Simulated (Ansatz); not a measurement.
BaS: excitons and shallow donors from band masses and screening

Method: DFT PBE, scalar-relativistic, plane waves, PAW in Ansatz 0.2.0.

Plane waves to 420 eV, a k mesh through Γ of 8×8×8 on the computed 2-atom cell and Gaussian smearing (0.02 eV); no spin polarisation.

Relaxed cell: Fm-3m, a = 6.429 Å, b = 6.429 Å, c = 6.429 Å, α = 90.00°, β = 90.00°, γ = 90.00°, 2 atoms in the primitive cell.

The calculation gives a Kohn–Sham gap of 2.23 eV, an electron mass of 0.451 mₑ and a hole mass of 0.592 mₑ (harmonic means over x, y, z and over the bands degenerate at each edge), and ε∞ = 5.17 (independent particles, mean of the diagonal). The masses depend on direction at the band edges, which the isotropic model averages.

Estimate the binding energy and radius of a Wannier–Mott exciton and of a shallow donor, and say whether the hydrogenic model can hold.

The reduced mass is μ = mₙmₕ/(mₙ + mₕ) = 0.256 mₑ, with mₙ and mₕ the band masses. With E_b = 13.606 eV × μ/ε² and a = 0.529 Å × ε/μ (μ in mₑ) the exciton has E_b = 130 meV and a = 10.7 Å. For a donor μ is the electron mass: 230 meV and 6.1 Å. The radius isn't large against the shortest lattice vector (4.55 Å), so the continuum picture is doubtful and the numbers are only a scale. In a polar crystal the ions screen too, so a state bound more weakly than an optical phonon feels the larger static constant, which lowers the energy and widens the orbit. The other way, the small Kohn–Sham gap and the missing local fields make ε∞ too large and the masses tend to be too light, which underbinds. The edges lie at different points of the zone, so the exciton is indirect.

Spin-orbit coupling is left out, which matters for the bands of heavy elements.